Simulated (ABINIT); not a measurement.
# Ga (P2_1/m) in ABINIT: single point with PBEsol

Aim: the single point of Ga with PBEsol.

Program: ABINIT 10.8.3 (patched build). These are calculated values, not measurements. Logs are shortened: lines on timing, memory, paths and dates and some standing lists are left out, and cuts for length are marked. The log counts tension as positive stress, the text compression.

## (1) Starting point

Symmetry: P2_1/m, No. 11, monoclinic system. Conventional cell: a = 2.778 Å, b = 3.282 Å, c = 4.210 Å, α = 90.00°, β = 108.61°, γ = 90.00°. Ga (site symmetry m) is surrounded by 8 Ga at 2.71 to 2.84 Å.

This isn't the form of Ga at room conditions, which is orthorhombic.

## (2) Single point, PBEsol

Input file run.abi:

```
# Pseudopotentials
pp_dirpath "./"
pseudos "Ga.upf"

# Structure
acell 2.7784220849 3.28160879 4.2103547521 Angstrom
rprim
     1.0000000000     0.0000000000     0.0000000000
     0.0000000000     1.0000000000     0.0000000000
    -0.3190778872     0.0000000000     0.9477284959
ntypat 1
znucl 31
natom 2
typat 1 1
xred
     0.1345962700     0.7500000000     0.7701668300
     0.8654037300     0.2500000000     0.2298331700
chkprim 0
chksymtnons 0
tolsym 1.0e-6

# Plane-wave basis
ecut 36.0

# k points
kptopt 1
ngkpt 8 6 5
nshiftk 1
shiftk 0.0 0.0 0.0

# Exchange and correlation
ixc -116133

# Bands and occupations
nband 17
occopt 3
tsmear 0.05 eV

# SCF cycle
nstep 100
tolvrs 1.0e-10

# Output
iomode 3
prtwf 0
prteig 0
prtebands 0
prtden 1
prtvha 1
prtvclmb 1
prtpot 1
prtelf 1
```

Potentials or basis: PseudoDojo NC SR PBEsol v0.4.1 standard.

Launch:

```sh
$ mpirun --bind-to none -np 4 abinit run.abi > log 2>&1
```

run.abo:

```text
.Version 10.8.3 of ABINIT
 Symmetries : space group P2_1/m (# 11); Bravais mP (primitive monocl.)
================================================================================
 Values of the parameters that define the memory need of the present run
     intxc =       0    ionmov =       0      iscf =       7    lmnmax =       6
     lnmax =       6     mgfft =      45  mpssoang =       3    mqgrid =    3001
     natom =       2  nloc_mem =       1    nspden =       1   nspinor =       1
    nsppol =       1      nsym =       4    n1xccc =    2501    ntypat =       1
    occopt =       3   xclevel =       2
       mpw =        2559          nfft =       48600          nkpt =          84
================================================================================
================================================================================

--------------------------------------------------------------------------------
------------- Echo of variables that govern the present computation ------------
--------------------------------------------------------------------------------
 -outvars: echo values of preprocessed input variables --------
            acell      5.2504568026E+00  6.2013418655E+00  7.9564173744E+00 Bohr
              amu      6.97230000E+01
          chkprim           0
      chksymtnons           0
             ecut      3.60000000E+01 Hartree
                       outvar_i_n : Printing only first  50 k-points.
              ixc     -116133
                       outvar_i_n : Printing only first  50 k-points.
         kptrlatt        8    0    0      0    6    0      0    0    5
          kptrlen      3.72080512E+01
            natom           2
            nband          17
            ngfft          30      36      45
             nkpt          84
            nstep         100
             nsym           4
           ntypat           1
                       prtocc : prtvol=0, do not print more k-points.
           occopt           3
        prtebands           0
           prteig           0
           prtelf           1
           prtpot           1
         prtvclmb           1
           prtvha           1
            prtwf           0
            rprim      1.0000000000E+00  0.0000000000E+00  0.0000000000E+00
                       0.0000000000E+00  1.0000000000E+00  0.0000000000E+00
                      -3.1907788720E-01  0.0000000000E+00  9.4772849590E-01
          spgroup          11
           tolsym      1.00000000E-06
           tolvrs      1.00000000E-10
           tsmear      1.83746611E-03 Hartree
            typat      1  1
                       outvars : Printing only first  50 k-points.
           xangst     -6.6070082147E-01  2.4612065925E+00  3.0731760431E+00
                       2.0956918077E+00  8.2040219750E-01  9.1709713330E-01
            xcart     -1.2485436037E+00  4.6510063991E+00  5.8074610582E+00
                       3.9602835609E+00  1.5503354664E+00  1.7330624128E+00
[... 109 lines left out ...]
 Atom  Sphere_radius  Integrated_density
    1        2.00000         10.79248721
    2        2.00000         10.79248721
================================================================================

 ----iterations are completed or convergence reached----

 Mean square residual over all n,k,spin=   42.595E-08; max=  35.086E-05
 reduced coordinates (array xred) for    2 atoms
       0.134596270000      0.750000000000      0.770166830000
       0.865403730000      0.250000000000      0.229833170000
 rms dE/dt=  1.2405E-02; max dE/dt=  2.1484E-02; dE/dt below (all hartree)
    1       0.000288844850     -0.000000000000      0.021484048874
    2      -0.000288844850      0.000000000000     -0.021484048874

 cartesian coordinates (angstrom) at end:
    1     -0.66070082146719     2.46120659250000     3.07317604311215
    2      2.09569180770464     0.82040219750000     0.91709713330100

 cartesian forces (hartree/bohr) at end:
    1     -0.00005501327990     0.00000000000000    -0.00286766722464
    2      0.00005501327990    -0.00000000000000     0.00286766722464
 frms,max,avg= 1.6559531E-03 2.8676672E-03   0.000E+00  0.000E+00  0.000E+00 h/b

 cartesian forces (eV/Angstrom) at end:
    1     -0.00282889659308     0.00000000000000    -0.14746137762530
    2      0.00282889659308    -0.00000000000000     0.14746137762530
 frms,max,avg= 8.5152531E-02 1.4746138E-01   0.000E+00  0.000E+00  0.000E+00 e/A
 length scales=  5.250456802635  6.201341865472  7.956417374383 bohr
              =  2.778422084900  3.281608790000  4.210354752100 angstroms
 Fermi (or HOMO) energy (hartree) =   0.21279   Average Vxc (hartree)=  -0.41733
 Eigenvalues (hartree) for nkpt=  84  k points:
 kpt#   1, nband= 17, wtk=  0.00417, kpt=  0.0000  0.0000  0.0000 (reduced coord)
  -0.34414   -0.34367   -0.34220   -0.34194   -0.33245   -0.33196   -0.33032   -0.32965
  -0.32931   -0.32416   -0.20730    0.13556    0.15833    0.27873    0.41763    0.54883
   0.59131
      occupation numbers for kpt#   1
   2.00000    2.00000    2.00000    2.00000    2.00000    2.00000    2.00000    2.00000
   2.00000    2.00000    2.00000    2.00000    2.00000    0.00000    0.00000    0.00000
   0.00000
 prteigrs : prtvol=0 or 1, do not print more k-points.

--- !EnergyTerms
iteration_state     : {dtset: 1, }
comment             : Components of total free energy in Hartree
kinetic             :  1.25201608045379E+02
hartree             :  3.96694840073986E+01
xc                  : -4.14088449987377E+01
Ewald energy        : -9.72062060031933E+01
psp_core            :  5.19107012173107E+00
local_psp           : -1.08069681816035E+02
non_local_psp       : -7.60783132016993E+01
internal            : -1.52700883845156E+02
'-kT*entropy'       : -2.15833585308206E-04
total_energy        : -1.52701099678741E+02
total_energy_eV     : -4.15520860354427E+03
band_energy         : -6.44110772640767E+00
...

 Cartesian components of stress tensor (hartree/bohr^3)
  sigma(1 1)=  1.81681646E-04  sigma(3 2)=  0.00000000E+00
  sigma(2 2)=  1.46063883E-06  sigma(3 1)= -1.10634323E-05
  sigma(3 3)=  7.06936785E-05  sigma(2 1)=  0.00000000E+00

-Cartesian components of stress tensor (GPa)         [Pressure= -2.4894E+00 GPa]
- sigma(1 1)=  5.34525856E+00  sigma(3 2)=  0.00000000E+00
- sigma(2 2)=  4.29734781E-02  sigma(3 1)= -3.25497415E-01
- sigma(3 3)=  2.07987983E+00  sigma(2 1)=  0.00000000E+00

== END DATASET(S) ==============================================================
================================================================================

 -outvars: echo values of variables after computation  --------
            acell      5.2504568026E+00  6.2013418655E+00  7.9564173744E+00 Bohr
           etotal     -1.5270109968E+02
            fcart     -5.5013279901E-05  5.0883239295E-31 -2.8676672246E-03
                       5.5013279901E-05 -5.0883239295E-31  2.8676672246E-03
            rprim      1.0000000000E+00  0.0000000000E+00  0.0000000000E+00
                       0.0000000000E+00  1.0000000000E+00  0.0000000000E+00
                      -3.1907788720E-01  0.0000000000E+00  9.4772849590E-01
           strten      1.8168164550E-04  1.4606388312E-06  7.0693678541E-05
                       0.0000000000E+00 -1.1063432282E-05  0.0000000000E+00
           xangst     -6.6070082147E-01  2.4612065925E+00  3.0731760431E+00
                       2.0956918077E+00  8.2040219750E-01  9.1709713330E-01
             xred      1.3459627000E-01  7.5000000000E-01  7.7016683000E-01
                       8.6540373000E-01  2.5000000000E-01  2.2983317000E-01
 Calculation completed.
```

Wall time 16 s (4 MPI ranks of AMD EPYC 9R45 (Zen 5), shared host); peak memory 0.32 GiB.

What came out:

```yaml
Free_energy: -4155.2086 eV
Pressure: -2.5 GPa
Largest_force: 0.147 eV/Å
Band_gap_on_the_k_mesh: none (metal or under the smearing width)
Valence_electrons_inside_the_program's_atomic_spheres: Ga 10.79 (radii [1.0584] Å)
```

Forces on the atoms (eV/Å):
```
Ga  -0.003  0.000 -0.147
Ga   0.003  0.000  0.147
```

Levels at points of the mesh, in eV from the Fermi level:
| k point | band 11 | band 12 | band 13 | band 14 | band 15 | band 16 |
| --- | --- | --- | --- | --- | --- | --- |
| (0.00, 0.00, 0.00) | -11.43 | -2.10 | -1.48 | 1.79 | 5.57 | 9.14 |
| (0.50, 0.00, 0.00) | -6.29 | -5.32 | -1.42 | 0.17 | 6.16 | 6.56 |
| (0.00, 0.50, 0.00) | -7.86 | -7.86 | 1.72 | 1.72 | 2.65 | 2.65 |
| (0.50, 0.50, 0.00) | -2.94 | -2.94 | -1.76 | -1.76 | 2.15 | 2.15 |
